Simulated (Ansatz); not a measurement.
The system is MnO.

```
CELL_PARAMETERS angstrom
0.00000 2.22200 2.22200
2.22200 0.00000 2.22200
2.22200 2.22200 0.00000
ATOMIC_POSITIONS crystal
Mn 0.00000 0.00000 0.00000
O 0.50000 0.50000 0.50000
```

- Program: Ansatz 0.2.0
- Task: single point
- Functional: PBE
- Potentials or basis: Ansatz PAW
- Cutoff: 420 eV (not typed: the program's choice for these potentials)
- k mesh: 10 × 10 × 10
- Occupations: fermi-dirac, width 0.05 eV
- Spin: collinear spin, ferromagnetic start
- Starting moments: [4.0, 0.0] μB

On this cell: pressure 0.4 GPa; largest force zero by symmetry; net moment 4.79 μB per cell; site moments Mn +4.06; O +0.24 μB; band gap on the k mesh none (metal or under the smearing width).

The same run follows on a disturbed copy (atoms moved at random, drawn with an rms of 0.05 Å):

```
Mn O
1.0
     0.00000    2.22200    2.22200
     2.22200    0.00000    2.22200
     2.22200    2.22200    0.00000
Mn O
1 1
Direct
  0.00539 0.00501 0.00518
  0.50594 0.49871 0.49991
```

What changes?

The energy (extrapolated to zero smearing) moves by +0.8 meV/atom; pressure 0.5 GPa; largest force 0.106 eV/Å; net moment 4.79 μB per cell; site moments Mn +4.04; O +0.23 μB; band gap on the k mesh none (metal or under the smearing width).

Forces on the atoms (eV/Å):
```
Mn  -0.089 -0.036 -0.044
O    0.089  0.036  0.044
```

Stress tensor (GPa, compression positive):
```
 0.54 -0.01 -0.02
-0.01  0.44 -0.01
-0.02 -0.01  0.45
```

Caveats: a cell with one magnetic atom can't hold antiferromagnetic order, which such compounds often take; semilocal functionals often make such compounds metallic where correlation or magnetic order opens a gap, which also shifts bond lengths.
